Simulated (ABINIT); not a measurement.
Runs of ABINIT 10.8.3 (patched build) on AlRu. The structure is cubic, space group Pm-3m (No. 221). The conventional cell has a = 2.992 Å, b = 2.992 Å, c = 2.992 Å, α = 90.00°, β = 90.00°, γ = 90.00°. Ru (site symmetry m-3m) has 8 Al at 2.59 Å as nearest neighbours. Al (site symmetry m-3m) has 8 Ru at 2.59 Å as nearest neighbours. 

```tsv
level	potentials or basis	cutoff (eV)	fine-grid cutoff	dispersion computed by	V0 of scaled cells (Å³/atom)	B0 (GPa)
LDA	JTH PAW LDA v2.0	408	816.342 eV	-	12.89	231
PBE	SPMS NC PBE v1.0	599	-	-	13.55	204
PBE+D3	JTH PAW PBE v2.0	408	816.342 eV	simple-dftd3 1.7.0	13.15	220
PBE	PseudoDojo NC SR PBE v0.5 stringent	1143	-	-	13.55	204
PBE+D4	JTH PAW PBE v2.0	408	816.342 eV	dftd4 4.3.1	13.21	(a)
PBE	JTH PAW PBE v2.0	408	816.342 eV	-	(c)	202
r2SCAN	JTH PAW PBE v2.0	490	979.61 eV	-	13.32	(b)
```

Alike in all rows: task equation of state; no spin polarisation; cell as given; k mesh 9 × 9 × 9; smearing fermi-dirac 0.05 eV.

Task: Fill in the values left out.

Result: (a) 219; (b) 218; (c) 13.56.

Caveats: pressures at fixed basis lie under the slope of the energies; the PAW data sets were made with another functional, which shifts forces and pressure a little (some runs).

Not every run made on this cell is shown here.
